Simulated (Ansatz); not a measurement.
## Relaxing Y in the fcc type

First guess:

```xyz
1
Lattice="0.0000 2.3719 2.3719 2.3719 0.0000 2.3719 2.3719 2.3719 0.0000" Properties=species:S:1:pos:R:3 pbc="T T T"
Y     0.0000    0.0000    0.0000
```

All numbers below come from DFT, PBE, PAW with Ansatz's default frozen-core files, scalar-relativistic (Ansatz 0.2.0).

Cell and atoms relax within the symmetry of the start on a 12×12×12 k mesh with 0.03 eV Fermi–Dirac smearing.

The start is built from a prototype, known or not as a phase of this compound; the cutoff is 420 eV.

Spin polarisation is left out, and whether a magnetic state lies lower isn't shown here.

What is the pressure of the first guess?

10.45 GPa.

What does it relax to?

a = 5.064 Å, b = 5.064 Å, c = 5.064 Å, α = 90.00°, β = 90.00°, γ = 90.00° (conventional cell), 32.46 Å³ per atom:
```cif
data_structure
_symmetry_space_group_name_H-M 'Fm-3m'
_symmetry_Int_Tables_number 225
_cell_length_a 5.0638
_cell_length_b 5.0638
_cell_length_c 5.0638
_cell_angle_alpha 90.000
_cell_angle_beta 90.000
_cell_angle_gamma 90.000
_cell_volume 129.85
loop_
_atom_site_label
_atom_site_type_symbol
_atom_site_symmetry_multiplicity
_atom_site_Wyckoff_symbol
_atom_site_fract_x
_atom_site_fract_y
_atom_site_fract_z
_atom_site_occupancy
Y1 Y 4 a 0.00000 0.00000 0.00000 1
```

How much energy does the relaxation release?

164 meV/atom.
